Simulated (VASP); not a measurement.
# VASP 6.6.1 run: BeS

INCAR

```
EDIFF = 1E-8
MAGMOM = 3 3
GGA = PE
NSW = 0
LCHARG = .FALSE.
LASPH = .TRUE.
PREC = Accurate
ISIF = 2
NBANDS = 11
LREAL = .FALSE.
SIGMA = 0.02
NELM = 120
IBRION = -1
ISPIN = 2
ENCUT = 520
LWAVE = .FALSE.
ISMEAR = -1
```

KPOINTS

```
KPOINTS created by Atomic Simulation Environment
0
Gamma
10 10 10
0 0 0
```

POSCAR

```
Be S
 1.0000000000000000
     0.0207398099250001    2.3172971969249998    2.3172971969252236
     2.3172971969249998    0.0207398099250001    2.3172971969252236
     2.3380370069000000    2.3380370069000000    0.0000000000504478
 Be  S
   1   1
Cartesian
  0.0000000000000000  0.0000000000000000  0.0000000000000000
  2.3380370068750000  2.3380370068750000  2.3172971969504470
```

The recommended PBE PAW datasets give the neutral cell 8 valence electrons.

Command

```
mpirun -np 1 vasp_std
```

OSZICAR

```
N       E                     dE             d eps       ncg     rms          rms(c)
DAV:   1     0.274923660314E+02    0.27492E+02   -0.41461E+03  7548   0.665E+02
DAV:   2    -0.311824029203E-01   -0.27524E+02   -0.26351E+02  9857   0.114E+02
DAV:   3    -0.113855319624E+01   -0.11074E+01   -0.10931E+01  9637   0.223E+01
DAV:   4    -0.114434926307E+01   -0.57961E-02   -0.57946E-02  9426   0.189E+00
DAV:   5    -0.114438408470E+01   -0.34822E-04   -0.34821E-04  9796   0.138E-01    0.144E+01
DAV:   6    -0.855467240521E+01   -0.74103E+01   -0.28944E+00  8077   0.951E+00    0.666E+00
DAV:   7    -0.888681239098E+01   -0.33214E+00   -0.18148E-01  8738   0.307E+00    0.360E+00
DAV:   8    -0.888892070620E+01   -0.21083E-02   -0.10216E-02  9101   0.705E-01    0.188E+00
DAV:   9    -0.889121027643E+01   -0.22896E-02   -0.29474E-03  9089   0.413E-01    0.405E-01
DAV:  10    -0.889163407840E+01   -0.42380E-03   -0.14539E-03  8542   0.214E-01    0.758E-02
DAV:  11    -0.889166013630E+01   -0.26058E-04   -0.68460E-05  8495   0.575E-02    0.393E-02
DAV:  12    -0.889167069891E+01   -0.10563E-04   -0.20686E-05  9151   0.292E-02    0.278E-02
DAV:  13    -0.889167763285E+01   -0.69339E-05   -0.60152E-06  8372   0.179E-02    0.117E-02
DAV:  14    -0.889167696542E+01    0.66743E-06   -0.11921E-06  9087   0.969E-03    0.180E-03
DAV:  15    -0.889167698726E+01   -0.21841E-07   -0.93375E-08  8347   0.336E-03    0.103E-03
DAV:  16    -0.889167697140E+01    0.15859E-07   -0.15822E-08  9424   0.117E-03    0.389E-04
DAV:  17    -0.889167696541E+01    0.59913E-08   -0.16373E-09  4408   0.428E-04
   1 F= -.88916770E+01 E0= -.88916770E+01  d E =-.275990E-10  mag=     0.0000
```

It converged. Results: pressure -0.4 GPa; magnetic moment of the cell 0.00 μB.

For comparison, a separate PBE run of the intended cell, on usual settings and not on those above, gives a gap of 0.92 eV on its mesh and a pressure of -0.4 GPa.

The run above took about 75 s on one core of a shared host (Intel Xeon Platinum 8488C) and held 0.2 GiB at most.
